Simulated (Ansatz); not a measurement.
# Au (Im-3m) in Ansatz: reference runs

How does Au come out in PBEsol? The cell is run as given and disturbed.

Program: Ansatz 0.2.0. These are calculated values, not measurements. Logs are shortened: lines on timing, memory, paths and dates and some standing lists are left out, and cuts for length are marked.

### 1 The crystal as given

The structure is cubic, space group Im-3m (No. 229). Conventional cell: a = 3.315 Å, b = 3.315 Å, c = 3.315 Å, α = 90.00°, β = 90.00°, γ = 90.00°. Au (site symmetry m-3m) has 8 Au at 2.87 Å as nearest neighbours.

This isn't the form of Au at room conditions, which is fcc.

### 2 Single point, PBEsol

Contents of input.yaml:

```yaml
crystal:
  lattice:
    - [-1.657269, 1.657269, 1.657269]
    - [1.657269, -1.657269, 1.657269]
    - [1.657269, 1.657269, -1.657269]
  atoms:
    - { symbol: Au, position: [0.0, 0.0, 0.0] }
kpoints:
  mp_grid: { grid: [11, 11, 11] }
scf:
  occupations: { method: fermi_dirac, width: 0.05 }
hamiltonian:
  xc: pbesol
  pseudopotentials: { kind: all_electron, lapw: { basis_error: 0.001 } }
output:
  forces: true
  stress: true
  eigenvalues: true
  populations: true
```

Potentials or basis: all-electron LAPW, scalar-relativistic.

Command:

```console
> ansatz run input.yaml --threads 1 --pin off --max-ram 3072MiB --backend cpu --events-out ev --progress --plain --runs-dir out
```

Standard output:

```text
Warning: RAYON_NUM_THREADS=1 ignored (pool sized by the plan → 1); use --threads N
Au: projections on atomic orbitals take those of the free atom 1s2 2s2 2p6 3s2 3p6 3d10 4s2 4p6 4d10 4f14 5s2 5p6 5d10 6s1, of charge +0.00 (hamiltonian.pseudopotentials.projection_atoms)
LAPW: plane waves up to 8.114 Å⁻¹, error target 1.0e-3 eV per atom; small_component_spin mean_spin; Au in spheres of 1.435 Å, 43 of its electrons in bands, Dirac shells [] (how accurate: hamiltonian.pseudopotentials.lapw.basis_error, Limitations)
Engine: ansatz 0.2.0, aarch64-unknown-linux-gnu
Pseudopotentials: kind: all_electron
Pseudopotential: Au, LAPW, valence charge 43, lapw/all_electron/scalar/gaussian/Au, Koelling and Harmon's equation, gaussian nucleus
Functional definition: PBEsol
  exchange = pbesol_x
  correlation = pbesol_c
Crystal: 1 atoms, lattice volume = 18.207 Å³
Basis set: ecut = 250.82048607971888 eV, 177 PW (Γ), exchange–correlation at level 2
Bands: 26, of which v1, the nominal top of the filled ones, is band 22 counted from 1 (21 counted from 0)
Symmetry: 48 space group operations
Space group: Im-3m (ITA 229), of the structure as read, at distance tolerance 2.6e-5 Å
k-points: 56 of 1331
Non-local potential: Au, projectors of the file, none
Initial density: superposition of atomic densities (chi_scale 0.1, normalization cell)
Initial wavefunctions: plane waves of lowest kinetic energy (no species holds an atomic orbital)
Functional: x = pbesol(κ = 0.804, μ = 0.12345679012345678), c = pbesol(β = 0.046)
iter 1 solved again at ethr=2.07e-4 eV; its pass at ethr=1.00e-1 eV (dr2=8.91e-2 eV) is discarded
SCF iter   1: F=—  HF=-517082.924003 eV  |F-HF|=—  |Δ(HF+E_count)|=         —  Δρ=2.70e-2  dr2=8.93e-2  ethr=2.07e-4  ⟨swp⟩=2.9  Hψ=9091  notcnv=0
preconditioner: auto → none  [insulator: Δε(μ)=0.167 eV  Ē_g=15.036 eV  σ=0.050 eV  W_gap=0.68  n_scr=12 (ndim 8)  ℏωp=28.9 eV  f_vac=0.022  D(μ)=0.47/eV (n_scr^D=0)  ε∞_Penn≈4.7]
iter 2 solved again at ethr=2.85e-7 eV; its pass at ethr=2.07e-4 eV (dr2=1.23e-4 eV) is discarded
SCF iter   2: F=—  HF=-517082.659712 eV  |F-HF|=—  |Δ(HF+E_count)|=   2.64e-1  Δρ=1.28e-3  dr2=1.23e-4  ethr=2.85e-7  ⟨swp⟩=2.8  Hψ=7666  notcnv=0
SCF iter   3: F=—  HF=-517082.619085 eV  |F-HF|=—  |Δ(HF+E_count)|=   4.06e-2  Δρ=3.67e-3  dr2=1.49e-3  ethr=2.85e-7  ⟨swp⟩=3.0  Hψ=4610  notcnv=0
SCF iter   4: F=—  HF=-517082.617710 eV  |F-HF|=—  |Δ(HF+E_count)|=   1.38e-3  Δρ=1.06e-3  dr2=1.16e-4  ethr=2.85e-7  ⟨swp⟩=2.9  Hψ=4362  notcnv=0
SCF iter   5: F=—  HF=-517082.617652 eV  |F-HF|=—  |Δ(HF+E_count)|=   5.77e-5  Δρ=1.24e-4  dr2=1.24e-6  ethr=2.71e-7  ⟨swp⟩=2.0  Hψ=4231  notcnv=0
SCF iter   6: F=-517082.617654 eV  HF=-517082.617654 eV  |F-HF|=4.77e-9  |Δ(HF+E_count)|=   1.73e-6  Δρ=5.61e-6  dr2=2.36e-9  ethr=2.89e-9  ⟨swp⟩=2.0  Hψ=4232  notcnv=0
SCF 1 converged in 6 iterations: F = -517082.617654 eV  dr2 = 2.36e-9
SCF converged after 6 iterations
Free energy (F): -517082.617654 eV
Harris-Foulkes:  -517082.617654 eV  (|F-HF|=4.77e-9)
Internal energy: -517082.611714 eV  (E = F + TS)
E sigma→0 (E₀):  -517082.614684 eV
Entropy (-TS):   -0.005939 eV (-5.939 meV/atom)
Fermi energy:    22.806205 eV
--- Per-component energies (eV) ---
  E_band       = -3927.416462
  E_kinetic    = 589298.489484
  E_xc         = -9770.781747
  E_electrostatic = -1096610.319451  (all electrons and nuclei)
  E_smearing   = -0.005939  (= −TS)
  E_closure    = 0.000000  (closes the sum)
  E_atoms      = -517078.755165  (free atoms, spherical and without spin; not in F)
  Σ components = -517082.617654   (vs F -517082.617654, Δ=0.00e0)
  Basis errors (estimates in eV, not in F): energy 2.8e-4 per atom: plane waves 2.4e-4 (1.2e-4 summed), levels above the bands 1.7e-137, relativity 2.2e-9, radial functions 3.8e-5, core shells 1.6e-8; eigenvalues (radial functions only) 7.6e-6; not estimated: angular momenta, meshes, grids; target (lapw.basis_error) 1.0e-3; muffin-tin radii Au 1.435 Å
--- Forces (eV/Å), atoms counted from 1 ---
  atom   1  Au    -0.00000000    -0.00000000     0.00000000
  max |Σ_I F_I| component: 3.03e-32 eV/Å
--- Stress (GPa, compression-positive) ---
       -8.895934      -0.000000       0.000000
       -0.000000      -8.895934       0.000000
        0.000000       0.000000      -8.895934
  P = ⅓ Tr σ = -8.8959 GPa (-88.959 kbar)
--- Band table (eV; the first three rows and the last of 56) ---
  k-point 0: bands = ["-299.4237", "-299.4237", "-299.4237", "-299.4031", "-299.4031", "-82.3306", "-55.3938", "-55.3804", "-55.3804", "-55.3804", "-55.3684", "-55.3684", "-55.3684", "-33.6389", "-33.6389", "-33.6389", "13.6968", "18.4427", "18.4427", "18.4427", "20.2015", "20.2015", "39.3149", "39.3149", "39.3149", "46.0566"]
  k-point 1: bands = ["-299.4237", "-299.4237", "-299.4237", "-299.4031", "-299.4031", "-82.3299", "-55.3938", "-55.3804", "-55.3804", "-55.3804", "-55.3684", "-55.3684", "-55.3684", "-33.6529", "-33.6440", "-33.6387", "13.9829", "18.3565", "18.4503", "18.6385", "20.1033", "20.2079", "39.1443", "39.3369", "39.6615", "43.7524"]
  k-point 2: bands = ["-299.4237", "-299.4237", "-299.4237", "-299.4031", "-299.4031", "-82.3279", "-55.3940", "-55.3804", "-55.3803", "-55.3803", "-55.3685", "-55.3684", "-55.3684", "-33.6903", "-33.6578", "-33.6382", "14.7747", "18.1326", "18.4703", "19.1961", "19.9413", "20.2314", "37.2535", "38.7246", "40.6185", "42.2148"]
  k-point 55: bands = ["-299.4237", "-299.4237", "-299.4237", "-299.4031", "-299.4031", "-82.3136", "-55.3954", "-55.3798", "-55.3798", "-55.3798", "-55.3688", "-55.3688", "-55.3688", "-33.7726", "-33.7709", "-33.7709", "16.7440", "16.7666", "21.0723", "21.0723", "21.1743", "27.9424", "29.4545", "29.4545", "32.8233", "38.1672"]
--- Löwdin populations: 1 site ---
  site symbol       q [e]
     0     Au     78.8519
  spilling = 0.001874 (of n_electrons = 79.000000)
```

Run time: 7 s. Hardware: 1 thread of Arm Neoverse V2, shared host; peak memory 0.27 GiB.

Results:

```yaml
Free_energy: -517082.6177 eV
Pressure: -8.9 GPa
Band_gap_on_the_k_mesh: none (metal or under the smearing width)
```

Levels at points of the mesh, in eV from the Fermi level:
| k point | band 17 | band 18 | band 19 | band 20 | band 21 | band 22 | band 23 | band 24 | band 25 | band 26 |
| --- | --- | --- | --- | --- | --- | --- | --- | --- | --- | --- |
| (0.00, 0.00, 0.00) | -9.11 | -4.36 | -4.36 | -4.36 | -2.60 | -2.60 | 16.51 | 16.51 | 16.51 | 23.25 |

The run has no spin-orbit coupling, so splittings on Au are missing.

### 3 Single point, PBEsol (cell strained at random at fixed volume)

Contents of input.yaml:

```yaml
crystal:
  lattice:
    - [-1.66724, 1.610846, 1.664696]
    - [1.603735, -1.635684, 1.626029]
    - [1.736433, 1.704878, -1.689534]
  atoms:
    - { symbol: Au, position: [-0.009882, -0.017092, -0.021301] }
kpoints:
  mp_grid: { grid: [11, 11, 11] }
scf:
  occupations: { method: fermi_dirac, width: 0.05 }
hamiltonian:
  xc: pbesol
  pseudopotentials: { kind: all_electron, lapw: { basis_error: 0.001 } }
output:
  forces: true
  stress: true
  eigenvalues: true
  populations: true
```

Potentials or basis: all-electron LAPW, scalar-relativistic.

Command:

```console
> ansatz run input.yaml --threads 1 --pin off --max-ram 3072MiB --backend cpu --events-out ev --progress --plain --runs-dir out
```

Standard output:

```text
Warning: RAYON_NUM_THREADS=1 ignored (pool sized by the plan → 1); use --threads N
Au: projections on atomic orbitals take those of the free atom 1s2 2s2 2p6 3s2 3p6 3d10 4s2 4p6 4d10 4f14 5s2 5p6 5d10 6s1, of charge +0.00 (hamiltonian.pseudopotentials.projection_atoms)
LAPW: plane waves up to 8.319 Å⁻¹, error target 1.0e-3 eV per atom; small_component_spin mean_spin; Au in spheres of 1.405 Å, 43 of its electrons in bands, Dirac shells [] (how accurate: hamiltonian.pseudopotentials.lapw.basis_error, Limitations)
Engine: ansatz 0.2.0, aarch64-unknown-linux-gnu
Pseudopotentials: kind: all_electron
Pseudopotential: Au, LAPW, valence charge 43, lapw/all_electron/scalar/gaussian/Au, Koelling and Harmon's equation, gaussian nucleus
Functional definition: PBEsol
  exchange = pbesol_x
  correlation = pbesol_c
Crystal: 1 atoms, lattice volume = 18.207 Å³
Basis set: ecut = 263.6581424948559 eV, 181 PW (Γ), exchange–correlation at level 2
Bands: 26, of which v1, the nominal top of the filled ones, is band 22 counted from 1 (21 counted from 0)
Symmetry: 2 space group operations
Space group: P-1 (ITA 2), of the structure as read, at distance tolerance 2.6e-5 Å
k-points: 666 of 1331
Non-local potential: Au, projectors of the file, none
Initial density: superposition of atomic densities (chi_scale 0.1, normalization cell)
Initial wavefunctions: plane waves of lowest kinetic energy (no species holds an atomic orbital)
Functional: x = pbesol(κ = 0.804, μ = 0.12345679012345678), c = pbesol(β = 0.046)
iter 1 solved again at ethr=2.69e-4 eV; its pass at ethr=1.00e-1 eV (dr2=1.16e-1 eV) is discarded
SCF iter   1: F=—  HF=-517082.916901 eV  |F-HF|=—  |Δ(HF+E_count)|=         —  Δρ=2.99e-2  dr2=1.16e-1  ethr=2.69e-4  ⟨swp⟩=2.9  Hψ=107904  notcnv=0
preconditioner: auto → Kerker (q_TF=auto, 3.148 Å⁻¹)  [metal: Δε(μ)=0.003 eV  Ē_g=15.043 eV  σ=0.050 eV  W_gap=0.01  n_scr=12 (ndim 8)  ℏωp=28.9 eV  f_vac=0.029  D(μ)=0.50/eV (n_scr^D=0)]
iter 2 solved again at ethr=2.38e-5 eV; its pass at ethr=2.69e-4 eV (dr2=1.02e-2 eV) is discarded
SCF iter   2: F=—  HF=-517082.637394 eV  |F-HF|=—  |Δ(HF+E_count)|=   2.80e-1  Δρ=7.51e-3  dr2=1.02e-2  ethr=2.38e-5  ⟨swp⟩=2.0  Hψ=88969  notcnv=0
SCF iter   3: F=—  HF=-517082.612974 eV  |F-HF|=—  |Δ(HF+E_count)|=   2.44e-2  Δρ=8.70e-3  dr2=1.33e-2  ethr=2.38e-5  ⟨swp⟩=2.0  Hψ=50368  notcnv=0
SCF iter   4: F=—  HF=-517082.610794 eV  |F-HF|=—  |Δ(HF+E_count)|=         —  Δρ=5.09e-3  dr2=5.23e-3  ethr=2.38e-5  ⟨swp⟩=2.0  Hψ=47003  notcnv=0
the basis was enlarged: its passes take 53.4 KiB over the memory plan, 1 of 1 planned eigensolver slots
SCF iter   5: F=—  HF=-517082.610861 eV  |F-HF|=—  |Δ(HF+E_count)|=   6.75e-5  Δρ=1.96e-3  dr2=8.78e-4  ethr=1.22e-5  ⟨swp⟩=2.0  Hψ=48066  notcnv=0
SCF iter   6: F=—  HF=-517082.611008 eV  |F-HF|=—  |Δ(HF+E_count)|=   1.47e-4  Δρ=3.42e-4  dr2=1.49e-5  ethr=2.04e-6  ⟨swp⟩=2.0  Hψ=50321  notcnv=0
SCF iter   7: F=—  HF=-517082.611009 eV  |F-HF|=—  |Δ(HF+E_count)|=   1.27e-6  Δρ=6.72e-5  dr2=5.47e-7  ethr=3.47e-8  ⟨swp⟩=2.0  Hψ=50321  notcnv=0
SCF iter   8: F=-517082.611009 eV  HF=-517082.611009 eV  |F-HF|=5.65e-9  |Δ(HF+E_count)|=   9.31e-8  Δρ=1.08e-5  dr2=1.29e-8  ethr=1.27e-9  ⟨swp⟩=2.0  Hψ=50326  notcnv=0
SCF 1 converged in 8 iterations: F = -517082.611009 eV  dr2 = 1.29e-8
SCF converged after 8 iterations
Free energy (F): -517082.611009 eV
Harris-Foulkes:  -517082.611009 eV  (|F-HF|=5.65e-9)
Internal energy: -517082.607721 eV  (E = F + TS)
E sigma→0 (E₀):  -517082.609365 eV
Entropy (-TS):   -0.003288 eV (-3.288 meV/atom)
Fermi energy:    22.812258 eV
--- Per-component energies (eV) ---
  E_band       = -3927.554864
  E_kinetic    = 589298.649814
  E_xc         = -9770.801182
  E_electrostatic = -1096610.456353  (all electrons and nuclei)
  E_smearing   = -0.003288  (= −TS)
  E_closure    = 0.000000  (closes the sum)
  E_atoms      = -517078.755165  (free atoms, spherical and without spin; not in F)
  Σ components = -517082.611009   (vs F -517082.611009, Δ=0.00e0)
  Basis errors (estimates in eV, not in F): energy 3.0e-4 per atom: plane waves 2.7e-4 (1.4e-4 summed), levels above the bands 3.6e-137, relativity 1.0e-8, radial functions 3.3e-5, core shells 3.3e-8; eigenvalues (radial functions only) 2.6e-5; not estimated: angular momenta, meshes, grids; target (lapw.basis_error) 1.0e-3; muffin-tin radii Au 1.405 Å
--- Forces (eV/Å), atoms counted from 1 ---
  atom   1  Au     0.00000000     0.00000000     0.00000000
  max |Σ_I F_I| component: 0.00e0 eV/Å
--- Stress (GPa, compression-positive) ---
       -7.838472      -1.867477       1.728344
       -1.867477      -8.420885       0.162923
        1.728344       0.162923      -9.183784
  P = ⅓ Tr σ = -8.4810 GPa (-84.810 kbar)
--- Band table (eV; the first three rows and the last of 666) ---
  k-point 0: bands = ["-299.4307", "-299.4272", "-299.4203", "-299.4063", "-299.4045", "-82.3339", "-55.3969", "-55.3860", "-55.3827", "-55.3811", "-55.3718", "-55.3711", "-55.3675", "-33.6443", "-33.6407", "-33.6379", "13.6941", "18.1735", "18.3165", "18.7845", "20.1846", "20.2658", "38.8069", "39.2138", "39.8349", "45.1075"]
  k-point 1: bands = ["-299.4307", "-299.4272", "-299.4203", "-299.4063", "-299.4045", "-82.3333", "-55.3970", "-55.3860", "-55.3826", "-55.3811", "-55.3718", "-55.3711", "-55.3675", "-33.6531", "-33.6474", "-33.6390", "13.9620", "18.1232", "18.3298", "18.9208", "20.1209", "20.2735", "38.5284", "39.2614", "40.0106", "43.2104"]
  k-point 2: bands = ["-299.4307", "-299.4272", "-299.4203", "-299.4063", "-299.4045", "-82.3316", "-55.3971", "-55.3859", "-55.3826", "-55.3810", "-55.3719", "-55.3711", "-55.3676", "-33.6871", "-33.6578", "-33.6389", "14.7002", "17.9549", "18.3626", "19.3757", "20.0182", "20.3060", "36.3849", "38.7394", "40.7585", "42.0337"]
  k-point 665: bands = ["-299.4307", "-299.4272", "-299.4203", "-299.4063", "-299.4045", "-82.3252", "-55.3977", "-55.3856", "-55.3825", "-55.3808", "-55.3720", "-55.3715", "-55.3675", "-33.7928", "-33.6939", "-33.6526", "16.7269", "17.5933", "18.8517", "20.1068", "20.3257", "22.3713", "30.0842", "34.1313", "35.6970", "42.8439"]
--- Löwdin populations: 1 site ---
  site symbol       q [e]
     0     Au     78.8520
  spilling = 0.001873 (of n_electrons = 79.000000)
```

populations.tsv:

```text
# site	symbol	l	j	q
# orbitals = lowdin
# n_electrons = 79.000000
# spilling = 0.001873
# projection_atom_Au: 1s2 2s2 2p6 3s2 3p6 3d10 4s2 4p6 4d10 4f14 5s2 5p6 5d10 6s1
0	Au	0_1S	-	2.000000
0	Au	0_2S	-	1.999996
0	Au	0_3S	-	1.999958
0	Au	0_4S	-	1.999581
0	Au	0_5S	-	1.993874
0	Au	0_6S	-	1.108215
0	Au	1_2P	-	6.000000
0	Au	1_3P	-	5.999999
0	Au	1_4P	-	5.999990
0	Au	1_5P	-	5.998960
0	Au	2_3D	-	10.000000
0	Au	2_4D	-	9.999995
0	Au	2_5D	-	9.751447
0	Au	3_4F	-	13.999994
```

Wall time 79 s (1 thread of Arm Neoverse V2, shared host); peak memory 0.89 GiB.

Results:

| Quantity | Value |
| --- | --- |
| Free energy | -517082.6110 eV |
| Pressure | -8.5 GPa |
| Band gap on the k mesh | none (metal or under the smearing width) |

Spin-orbit coupling is left out, which matters for the levels of Au.
